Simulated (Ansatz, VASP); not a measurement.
# One calculation of Rh, two programs

```
Rh
1.0
     0.00000    1.97652    1.97652
     1.97652    0.00000    1.97652
     1.97652    1.97652    0.00000
Rh
1
Direct
  0.00000 0.00000 0.00000
```

Alike in both runs: task single point; functional BLYP; k mesh 23 × 23 × 23; occupations fermi-dirac, width 0.1 eV; no spin polarisation.

|  | VASP | Ansatz |
| --- | --- | --- |
| version | VASP 6.6.1 | Ansatz 0.2.0 |
| potentials or method | VASP PAW PBE potentials, release 64 (Rh_pv) | plane waves (420 eV) with PAW, scalar-relativistic |
| plane-wave cutoff (eV) | 520 | 420 |
| valence electrons in the cell | 15 | 17 |

|  | VASP | Ansatz | Ansatz less VASP |
| --- | --- | --- | --- |
| pressure (GPa) | -7.0 | -7.5 | -0.47 |

The two sets of potentials don't hold the same shells in valence.

Caveats: the PAW data sets were made with another functional, which shifts forces and pressure a little (VASP).
